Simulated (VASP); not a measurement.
# KBr (Fm-3m) in VASP: notebook

One crystal, KBr, is run at these levels: PBEsol, r2SCAN; tasks: band structure.

Everything below comes from runs of VASP 6.6.1. Logs are shortened: lines on timing, memory, paths and dates and some standing lists are left out, and cuts for length are marked.

## (1) The structure

It takes space group Fm-3m (No. 225, cubic). The conventional cell has a = 6.650 Å, b = 6.650 Å, c = 6.650 Å, α = 90.00°, β = 90.00°, γ = 90.00°. K (site symmetry m-3m) is surrounded by 6 Br at 3.32 Å. Around Br (site symmetry m-3m) lie 6 K at 3.32 Å.

The cell is a database's computed one.

## (2) Band structure, PBEsol

File INCAR:

```
SYSTEM = KBr
PREC     = Accurate       ! precision mode
ENCUT    = 520            ! plane-wave cutoff, eV
EDIFF    = 1E-6           ! SCF threshold, eV
ISMEAR   = 0              ! smearing method
SIGMA    = 0.02           ! smearing width, eV
LREAL    = .FALSE.        ! projectors in reciprocal space
LASPH    = .TRUE.         ! aspherical terms in the spheres
NELM     = 80             ! most SCF steps
ALGO     = Fast           ! electronic algorithm
ISIF     = 2              ! what is computed and relaxed
LWAVE    = .FALSE.        ! write WAVECAR
LCHARG   = .FALSE.        ! write CHGCAR
GGA      = PS             ! functional
```

File KPOINTS:

```
Automatic mesh
0
G
  2 2 2
  0 0 0
```

File POSCAR:

```
KBr                                     
1.0
    0.0000000000      3.3249218459      3.3249218459
    3.3249218459     -0.0000000000      3.3249218459
    3.3249218459      3.3249218459     -0.0000000000
  K               Br            
     1     1
Direct
     0.0000000000000000    0.0000000000000000    0.0000000000000000
     0.5000000000000000    0.5000000000000000    0.5000000000000000
```

File KPOINTS_OPT:

```
path GXWKGLUWLK,UX
10
line-mode
reciprocal
 0.0000000000  0.0000000000  0.0000000000  G
 0.5000000000  0.0000000000  0.5000000000  X

 0.5000000000  0.0000000000  0.5000000000  X
 0.5000000000  0.2500000000  0.7500000000  W

 0.5000000000  0.2500000000  0.7500000000  W
 0.3750000000  0.3750000000  0.7500000000  K

 0.3750000000  0.3750000000  0.7500000000  K
 0.0000000000  0.0000000000  0.0000000000  G

 0.0000000000  0.0000000000  0.0000000000  G
 0.5000000000  0.5000000000  0.5000000000  L

 0.5000000000  0.5000000000  0.5000000000  L
 0.6250000000  0.2500000000  0.6250000000  U

 0.6250000000  0.2500000000  0.6250000000  U
 0.5000000000  0.2500000000  0.7500000000  W

 0.5000000000  0.2500000000  0.7500000000  W
 0.5000000000  0.5000000000  0.5000000000  L

 0.5000000000  0.5000000000  0.5000000000  L
 0.3750000000  0.3750000000  0.7500000000  K

 0.6250000000  0.2500000000  0.6250000000  U
 0.5000000000  0.0000000000  0.5000000000  X
```

Potentials or basis: VASP PAW PBE potentials, release 64 (K_sv, Br).

Started as:

```bash
$ cat potpaw_PBE.64/K_sv/POTCAR potpaw_PBE.64/Br/POTCAR > POTCAR
$ mpirun -np 1 vasp_std > vasp.out
```

OUTCAR:

```text
SYSTEM = KBr
   PREC = Accurate
   ENCUT = 520
   EDIFF = 1E-6
   ISMEAR = 0
   LREAL = .FALSE.
   LASPH = .TRUE.
   NELM = 80
   ISIF = 2
   GGA = PS

 ion  position               nearest neighbor table
   1  0.000  0.000  0.000-
   2  0.500  0.500  0.500-

  LATTYP: Found a face centered cubic cell.
 ALAT       =     6.6498436918

  Lattice vectors:

 A1 = (   0.0000000000,   3.3249218459,   3.3249218459)
 A2 = (   3.3249218459,   0.0000000000,   3.3249218459)
 A3 = (   3.3249218459,   3.3249218459,   0.0000000000)

Analysis of symmetry for initial positions (statically):
=====================================================================
 Subroutine PRICEL returns:
 Original cell was already a primitive cell.

 Routine SETGRP: Setting up the symmetry group for a
 face centered cubic supercell.

 Subroutine GETGRP returns: Found 48 space group operations
 (whereof 48 operations were pure point group operations)
 out of a pool of 48 trial point group operations.

The static configuration has the point symmetry O_h .

Analysis of symmetry for dynamics (positions and initial velocities):
=====================================================================
 Subroutine PRICEL returns:
 Original cell was already a primitive cell.

 Routine SETGRP: Setting up the symmetry group for a
 face centered cubic supercell.

 Subroutine GETGRP returns: Found 48 space group operations
 (whereof 48 operations were pure point group operations)
 out of a pool of 48 trial point group operations.

The dynamic configuration has the point symmetry O_h .

 Subroutine INISYM returns: Found 48 space group operations
 (whereof 48 operations are pure point group operations),
 and found     1 'primitive' translations

----------------------------------------------------------------------------------------

                                     Primitive cell

  volume of cell :      73.5147

  direct lattice vectors                    reciprocal lattice vectors
     0.000000000  3.324921846  3.324921846    -0.150379475  0.150379475  0.150379475
     3.324921846  0.000000000  3.324921846     0.150379475 -0.150379475  0.150379475
     3.324921846  3.324921846  0.000000000     0.150379475  0.150379475 -0.150379475

  length of vectors
     4.702149568  4.702149568  4.702149568     0.260464890  0.260464890  0.260464890

  position of ions in fractional coordinates (direct lattice)
     0.000000000  0.000000000  0.000000000
     0.500000000  0.500000000  0.500000000

  ion indices of the primitive-cell ions
   primitive index   ion index
                 1           1
                 2           2

----------------------------------------------------------------------------------------

 KPOINTS: Automatic mesh

Automatic generation of k-mesh.
 Grid dimensions read from file:
 generate k-points for:    2    2    2

 Generating k-lattice:

  Cartesian coordinates                     Fractional coordinates (reciprocal lattice)
    -0.075189737  0.075189737  0.075189737     0.500000000  0.000000000  0.000000000
     0.075189737 -0.075189737  0.075189737     0.000000000  0.500000000  0.000000000
     0.075189737  0.075189737 -0.075189737     0.000000000  0.000000000  0.500000000

  Length of vectors
     0.130232445  0.130232445  0.130232445

  Shift w.r.t. Gamma in fractional coordinates (k-lattice)
     0.000000000  0.000000000  0.000000000

 Subroutine IBZKPT returns following result:
 ===========================================

 Found      3 irreducible k-points:

 Following reciprocal coordinates:
            Coordinates               Weight
  0.000000  0.000000  0.000000      1.000000
  0.500000  0.000000  0.000000      4.000000
  0.500000  0.500000  0.000000      3.000000
   k-points           NKPTS =      3   k-points in BZ     NKDIM =      3   number of bands    NBANDS=     12
   number of dos      NEDOS =    301   number of ions     NIONS =      2
   total plane-waves  NPLWV =  46656
   dimension x,y,z NGX =    36 NGY =   36 NGZ =   36
   dimension x,y,z NGXF=    72 NGYF=   72 NGZF=   72
   ions per type =               1   1
   NGX,Y,Z   is equivalent  to a cutoff of  12.73, 12.73, 12.73 a.u.
   NGXF,Y,Z  is equivalent  to a cutoff of  25.46, 25.46, 25.46 a.u.
 SYSTEM =  KBr
   PREC   = accura    normal or accurate (medium, high low for compatibility)
   ISTART =      0    job   : 0-new  1-cont  2-samecut
   ICHARG =      2    charge: 1-file 2-atom 10-const
   ISPIN  =      1    spin polarized calculation?
   LNONCOLLINEAR =      F non collinear calculations
   LSORBIT =      F    spin-orbit coupling
   LASPH  =      T    aspherical Exc in radial PAW
   ENCUT  =  520.0 eV  38.22 Ry    6.18 a.u.   8.74  8.74  8.74*2*pi/ulx,y,z
   NELM   =     80;   NELMIN=  2; NELMDL= -5     # of ELM steps
   EDIFF  = 0.1E-05   stopping-criterion for ELM
   LREAL  =      F    real-space projection
   EDIFFG = 0.1E-04   stopping-criterion for IOM
   NSW    =      0    number of steps for IOM
   IBRION =     -1    ionic relax: 0-MD 1-quasi-New 2-CG
   NFREE  =      0    steps in history (QN), initial steepest desc. (CG)
   ISIF   =      2    stress and relaxation
   ISYM   =      2    0-nonsym 1-usesym 2-fastsym
   POTIM  = 0.5000    time-step for ionic-motion
   TEBEG  =    0.0;   TEEND  =   0.0 temperature during run
   PSTRESS=    0.0 pullay stress
   NELECT =      16.0000    total number of electrons
   NUPDOWN=      -1.0000    fix difference up-down
   EMIN   =  10.00;   EMAX   =-10.00  energy-range for DOS
   EFERMI =   0.00;   METHOD = LEGACY
   ISMEAR =     0;   SIGMA  =   0.02  broadening in eV -4-tet -1-fermi 0-gaus
   EFERMI_NEDOS =   21; number of points for ismear=-14 and -15
   IALGO  =     68    algorithm
   IMIX   =      4    mixing-type and parameters
     AMIX     =   0.40;   BMIX     =  1.00
     AMIX_MAG =   1.60;   BMIX_MAG =  1.00
  volume/ion in A,a.u.               =      36.76       248.05
  Fermi-wavevector in a.u.,A,eV,Ry     =   0.984744  1.860897 13.193854  0.969721
  Thomas-Fermi vector in A             =   2.116000
   LORBIT       =      0    0 simple, 1 ext, 2 COOP (PROOUT), +10 PAW based schemes
   GGA     = PS    functional components
   LHFCALC =     F    Hartree Fock is set to
   AEXX    =    0.0000 exact exchange contribution
   IVDW    =     0    specifies the selected vdW correction
   LEPSILON=     F    determine dielectric tensor
   LRPA    =     F    only Hartree local field effects (RPA)
 non-spin polarized calculation
 RMM-DIIS sequential band-by-band and
 Gauss-broadening in eV      SIGMA  =   0.02
  energy-cutoff  :      520.00
  volume of cell :       73.51
 maximum number of plane-waves:      2006
 NGX is ok and might be reduce to    36
   NGX = 17   NGY = 17   NGZ = 17

 number of electron      15.9999997 magnetization

 Free energy of the ion-electron system (eV)
  ---------------------------------------------------
  ext. energy  EPLUGINS =         0.00000000
  ---------------------------------------------------
  free energy    TOTEN  =        -6.34860307 eV

  energy without entropy =       -6.34860307  energy(sigma->0) =       -6.34860307

 E-fermi :  -1.6420     XC(G=0):  -7.4105

 val. band max:       -1.8277171540   @ k =   0.0000   0.0000   0.0000
 cond. band min:       2.3665274252   @ k =   0.0000   0.0000   0.0000
 fundamental gap:      4.1942445792
 Fermi energy:        -1.6420295051

 k-point     1 :       0.0000    0.0000    0.0000
  band No.  band energies     occupation
      1     -29.6012      2.00000
      2     -14.0856      2.00000
      3     -13.1401      2.00000
      4     -13.1400      2.00000
      5     -13.1400      2.00000
      6      -1.8277      2.00000
      7      -1.8277      2.00000
      8      -1.8277      2.00000
      9       2.3665      0.00000
     10       5.6372      0.00000
     11       5.6372      0.00000
     12       5.6372      0.00000

 k-point     2 :       0.5000    0.0000    0.0000
  band No.  band energies     occupation
      1     -29.5961      2.00000
      2     -14.2651      2.00000
      3     -13.1455      2.00000
      4     -13.1455      2.00000
      5     -12.8926      2.00000
      6      -3.0023      2.00000
      7      -2.1539      2.00000
      8      -2.1539      2.00000
      9       4.5389      0.00000
     10       6.1936      0.00000
     11       7.7748      0.00000
     12       8.0331      0.00000

 k-point     3 :       0.5000    0.5000    0.0000
  band No.  band energies     occupation
      1     -29.5946      2.00000
      2     -13.9910      2.00000
      3     -13.2248      2.00000
      4     -13.1738      2.00000
      5     -13.1738      2.00000
      6      -2.6451      2.00000
      7      -2.1145      2.00000
      8      -2.1145      2.00000
      9       3.9036      0.00000
     10       5.1298      0.00000
     11       7.3857      0.00000
     12       7.3989      0.00000

------------------------ aborting loop because EDIFF is reached ----------------------------------------

  FORCE on cell =-STRESS in cart. coord.  units (eV):
  Direction    XX          YY          ZZ          XY          YZ          ZX
  --------------------------------------------------------------------------------------
  -------------------------------------------------------------------------------------
  Total       -0.0188007     -0.0188007     -0.0188007     -0.0000000      0.0000000     -0.0000000
  in kB       -0.4097421     -0.4097421     -0.4097421     -0.0000000      0.0000000     -0.0000000
  external PRESSURE =      -0.4097421 kB  Pullay stress =       0.0000000 kB

 VOLUME and BASIS-vectors are now :
 -----------------------------------------------------------------------------
  energy-cutoff  :      520.00
  volume of cell :       73.51
      direct lattice vectors                 reciprocal lattice vectors
     0.000000000  3.324921846  3.324921846    -0.150379475  0.150379475  0.150379475
     3.324921846  0.000000000  3.324921846     0.150379475 -0.150379475  0.150379475
     3.324921846  3.324921846  0.000000000     0.150379475  0.150379475 -0.150379475

 POSITION                                       TOTAL-FORCE (eV/Angst)
 -----------------------------------------------------------------------------------
      0.00000      0.00000      0.00000        -0.000000      0.000000     -0.000000
      3.32492      3.32492      3.32492         0.000000     -0.000000      0.000000
 -----------------------------------------------------------------------------------
    total drift:                                0.000000      0.000000      0.000000

  FREE ENERGIE OF THE ION-ELECTRON SYSTEM (eV)
  ---------------------------------------------------
  free  energy   TOTEN  =        -6.3486030731 eV

  energy  without entropy=       -6.3486030731  energy(sigma->0) =       -6.34860307
```

Run time: 25 s. Hardware: 1 thread of Intel Xeon Platinum 8488C (Sapphire Rapids), shared host; peak memory 0.2 GiB.

Results:

```yaml
Free_energy: -6.3486 eV
Pressure: 0.0 GPa
Band_gap_on_the_k_mesh: 4.19 eV, direct
Band_gap_along_the_path: 4.19 eV, direct
```

Levels at the corners of the path, in eV from the valence-band top:
| point | band 4 | band 5 | band 6 | band 7 | band 8 | band 9 | band 10 | band 11 | band 12 |
| --- | --- | --- | --- | --- | --- | --- | --- | --- | --- |
| Γ | -11.31 | -11.31 | 0.00 | 0.00 | 0.00 | 4.19 | 7.46 | 7.46 | 7.47 |
| X | -11.35 | -11.35 | -0.82 | -0.29 | -0.29 | 5.73 | 6.96 | 9.21 | 9.23 |
| X | -11.35 | -11.35 | -0.82 | -0.29 | -0.29 | 5.73 | 6.96 | 9.21 | 9.24 |
| W | -11.37 | -11.22 | -0.59 | -0.59 | -0.53 | 7.22 | 7.22 | 8.03 | 8.76 |
| W | -11.37 | -11.22 | -0.59 | -0.59 | -0.53 | 7.22 | 7.22 | 8.03 | 8.76 |
| K | -11.34 | -11.24 | -0.70 | -0.64 | -0.33 | 6.43 | 7.91 | 8.25 | 8.95 |
| K | -11.34 | -11.24 | -0.70 | -0.64 | -0.33 | 6.43 | 7.91 | 8.25 | 8.95 |
| Γ | -11.31 | -11.31 | 0.00 | 0.00 | 0.00 | 4.19 | 7.46 | 7.46 | 7.46 |
| Γ | -11.31 | -11.31 | 0.00 | 0.00 | 0.00 | 4.19 | 7.46 | 7.46 | 7.46 |
| L | -11.32 | -11.06 | -1.17 | -0.33 | -0.33 | 6.37 | 8.02 | 9.60 | 9.65 |
| L | -11.32 | -11.06 | -1.17 | -0.33 | -0.33 | 6.37 | 8.02 | 9.60 | 9.64 |
| U | -11.34 | -11.24 | -0.70 | -0.64 | -0.33 | 6.43 | 7.91 | 8.25 | 8.95 |
| U | -11.34 | -11.24 | -0.70 | -0.64 | -0.33 | 6.43 | 7.91 | 8.25 | 8.95 |
| W | -11.37 | -11.22 | -0.59 | -0.59 | -0.53 | 7.22 | 7.22 | 8.03 | 8.76 |
| W | -11.37 | -11.22 | -0.59 | -0.59 | -0.53 | 7.22 | 7.22 | 8.03 | 8.76 |
| L | -11.32 | -11.06 | -1.17 | -0.33 | -0.33 | 6.37 | 8.02 | 9.59 | 9.64 |
| L | -11.32 | -11.06 | -1.17 | -0.33 | -0.33 | 6.37 | 8.02 | 9.59 | 9.62 |
| K | -11.34 | -11.24 | -0.70 | -0.64 | -0.33 | 6.43 | 7.91 | 8.25 | 8.95 |
| U | -11.34 | -11.24 | -0.70 | -0.64 | -0.33 | 6.43 | 7.91 | 8.25 | 8.95 |
| X | -11.35 | -11.35 | -0.82 | -0.29 | -0.29 | 5.73 | 6.96 | 9.22 | 9.23 |

Caveat: the k mesh is coarse (spacing up to 0.82 Å⁻¹), so the values aren't converged; the PAW data sets were made with another functional, which shifts forces and pressure a little.

(Part 1 of 2 ends here.)
